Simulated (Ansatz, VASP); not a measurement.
**One calculation of Al, two programs**

File INCAR:

```
PREC = Accurate
ENCUT = 520
EDIFF = 1E-7
ISMEAR = 0
SIGMA = 0.1
LREAL = F
LASPH = T
NELM = 80
ALGO = Normal
ISIF = 2
LWAVE = F
LCHARG = F
GGA = PE
IVDW = 12
NBANDS = 8
```

Contents of KPOINTS:

```
Automatic mesh
0
Gamma
  8 8 8
```

POSCAR

```
Al
1.0
    0.0000000000      2.0248050000      2.0248050000
    2.0248050000      0.0000000000      2.0248050000
    2.0248050000      2.0248050000      0.0000000000
Al
1
Direct
    0.0000000000      0.0000000000      0.0000000000
```

Input for Ansatz:

```yaml
crystal:
  lattice:
    - [0.0, 2.024805, 2.024805]
    - [2.024805, 0.0, 2.024805]
    - [2.024805, 2.024805, 0.0]
  atoms:
    - { symbol: Al, position: [0.0, 0.0, 0.0] }
basis:
  ecutwfc: 420
kpoints:
  mp_grid: { grid: [8, 8, 8] }
hamiltonian:
  xc: pbe
  dispersion: d3bj
scf:
  occupations: { method: gaussian, width: 0.1 }
output:
  forces: true
  stress: true
  eigenvalues: true
```

Alike in both runs: task single point; functional PBE; dispersion D3(BJ); k mesh 8 × 8 × 8; occupations gaussian, width 0.1 eV; no spin polarisation.

|  | VASP | Ansatz |
| --- | --- | --- |
| version | VASP 6.6.1 | Ansatz 0.2.0 |
| potentials or method | VASP PAW PBE potentials, release 64 (Al) | scalar-relativistic, plane waves, PAW |
| plane-wave cutoff (eV) | 520 | 420 |
| valence electrons in the cell | 3 | 3 |

|  | VASP | Ansatz | Ansatz less VASP |
| --- | --- | --- | --- |
| gap on the k mesh at the Fermi level (eV) | none | none | - |
| pressure (GPa) | -3.8 | -3.8 | +0.04 |

A gap of «none» marks a metal or a gap that the smearing closes.

Caveats: pairwise dispersion overbinds metals, which lowers pressure and volume.
